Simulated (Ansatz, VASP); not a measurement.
**Two plane-wave programs on PbO2**

```
CELL_PARAMETERS angstrom
0.00000 2.70199 2.70199
2.70199 0.00000 2.70199
2.70199 2.70199 0.00000
ATOMIC_POSITIONS crystal
Pb 0.00000 0.00000 0.00000
O 0.25000 0.25000 0.25000
O 0.75000 0.75000 0.75000
```

Alike in both runs: task single point; functional PBE; k mesh 6 × 6 × 6; no spin polarisation.

|  | VASP | Ansatz |
| --- | --- | --- |
| version | VASP 6.6.1 | Ansatz 0.2.0 |
| potentials or method | VASP PAW PBE potentials, release 64 (Pb_d, O) | scalar-relativistic, plane waves, PAW |
| plane-wave cutoff (eV) | 520 | 420 |
| occupations | tetrahedron | tetrahedron-uncorrected |
| valence electrons in the cell | 26 | 26 |

```tsv
	VASP	Ansatz	Ansatz less VASP
gap on the k mesh at the Fermi level (eV)	none	none	-
pressure (GPa)	0.4	0.1	-0.21
```

A gap of «none» marks a metal or a gap that the smearing closes. Ansatz warned: «band_table_not_solved_further».

Spin-orbit coupling is left out, which matters for the levels of Pb.
